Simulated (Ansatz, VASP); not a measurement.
# C in VASP and in Ansatz

```xyz
2
Lattice="1.2325 0.7116 3.3565 -1.2325 0.7116 3.3565 0.0000 -1.4231 3.3565" Properties=species:S:1:pos:R:3 pbc="T T T"
C     0.0000    0.0000    8.3919
C     0.0000    0.0000    1.6777
```

Alike in both runs: task relaxation of cell and atoms; functional PBEsol; k mesh 15 × 15 × 15; occupations gaussian, width 0.02 eV; no spin polarisation.

|  | VASP | Ansatz |
| --- | --- | --- |
| version | VASP 6.6.1 | Ansatz 0.2.0 |
| potentials or method | VASP PAW PBE potentials, release 64 (C) | scalar-relativistic, plane waves, PAW |
| plane-wave cutoff (eV) | 600 | 420 |
| valence electrons in the cell | 8 | 8 |

|  | VASP | Ansatz | Ansatz less VASP |
| --- | --- | --- | --- |
| gap on the k mesh at the Fermi level, each at its own relaxed structure (eV) | 0.49 | 0.45 | -0.046 |
| relaxed volume (Å³/atom) | 9.25 | 9.39 | +0.139 |
| relaxed cell length with the largest relative difference (Å) | 3.806 | 3.858 | +0.0520 |
| energy change over the relaxation (meV/atom) | -2 | -2 | -1.0 |

Caveats: the PAW data sets were made with another functional, which shifts forces and pressure a little (VASP); an odd mesh through Γ misses points on the zone boundary, where band edges often lie. Zero-point motion and thermal expansion aren't in these numbers.
